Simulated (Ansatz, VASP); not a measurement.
CdS: 5 runs at one level of theory

The starting cell:

```
Cd S
1.0
     4.15000    0.00000    0.00000
    -2.07500    3.59401    0.00000
     0.00000    0.00000    6.73700
Cd S
2 2
Cartesian
  2.0750 1.1980 3.3685
  0.0000 2.3960 0.0000
  2.0750 1.1980 5.8949
  0.0000 2.3960 2.5264
```

Alike in all runs: task relaxation of cell and atoms; functional PBE; k mesh 7 × 7 × 4; occupations fermi-dirac, width 0.05 eV; no spin polarisation; no spin-orbit coupling.

```tsv
program and potentials	plane-wave cutoff (eV)	notes	equilibrium volume (Å³/atom)
Ansatz, Ansatz PAW	420	13 valence electrons an atom on average	26.04
VASP, PBE PAW files Cd, S, release 54, 600 eV	600	9 valence electrons an atom on average	26.16
VASP, PBE PAW files Cd, S, release 54, 580 eV	580	9 valence electrons an atom on average	26.18
VASP, PBE PAW files Cd, S, 600 eV	600	9 valence electrons an atom on average	26.16
VASP, PBE PAW files Cd, S_h, 980 eV	980	9 valence electrons an atom on average	26.19
```

The equilibrium volume spans 26.04 (Ansatz, Ansatz PAW) to 26.19 Å³/atom (VASP, PBE PAW files Cd, S_h, 980 eV). Relaxations stop with a little pressure left, so the last digit of a volume isn't settled.

Differences between rows come from potentials, basis sets and numerical settings, since the functional is the same but for its coding. Runs on potential files found faulty are left out.
